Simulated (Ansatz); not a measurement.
**V under compression and expansion**

Space group Fd-3m:1 (No. 227). a = 5.467 Å, b = 5.467 Å, c = 5.467 Å, α = 90.00°, β = 90.00°, γ = 90.00°
```tsv
atom	site	symmetry	x	y	z
V	8b	-43m	0.0000	0.0000	0.5000
```

The runs use the primitive cell with vectors (0.000, 2.733, 2.733), (2.733, 0.000, 2.733), (2.733, 2.733, 0.000) Å, to which the k mesh refers.

The structure comes from a relaxation in the same program, started in the diamond type, and has space group Fd-3m. Whether it is a known phase or the ground state wasn't checked.

Other magnetic orders may lie lower; this is the state that the run reached.

All numbers are computed: DFT, PBE, all-electron LAPW, scalar-relativistic (Ansatz 0.2.0); DFT, PBE, PAW with Ansatz's default frozen-core files, scalar-relativistic (Ansatz 0.2.0).

For LAPW: a Γ-centred 10×10×10 k mesh, Fermi–Dirac smearing of 0.08 eV, basis error target 1 meV/atom, spin-polarised from start moments V1 1.5, V2 1.5 μB. PAW takes a cutoff of 420 eV at this cell. The Ansatz runs share mesh, smearing and spin set-up. Plane-wave (PAW) pressures include the program's estimate of the Pulay term.

The cell above is scaled evenly, with fractional coordinates and shape held.

Q: Estimate the equilibrium volume and bulk modulus that LAPW (all electrons) gives for this fixed shape.

A: V0 = 20.42 Å³/atom, B0 = 60 GPa, B0′ = 3.2, from a third-order Birch–Murnaghan fit to these pressures:
```
V/V(cell)  V (Å³/atom)  P, LAPW (GPa)  P, PAW (GPa)  moment, LAPW (μB)  free energy over the lowest listed, PAW (meV/atom)
   0.9500       19.403           3.30          3.33               3.61                                                10.3
   0.9750       19.914           1.57          1.59               3.68                                                 2.5
   1.0000       20.424          -0.01          0.01               3.74                                                 0.0
   1.0250       20.935          -1.44         -1.42               3.78                                                 2.3
   1.0500       21.445          -2.71         -2.68               3.82                                                 8.9
```

PAW's V0 lies 0.03 % from the all-electron value and its B0 -0.1 %. Symmetry fixes shape and coordinates here, so this is the relaxed modulus.
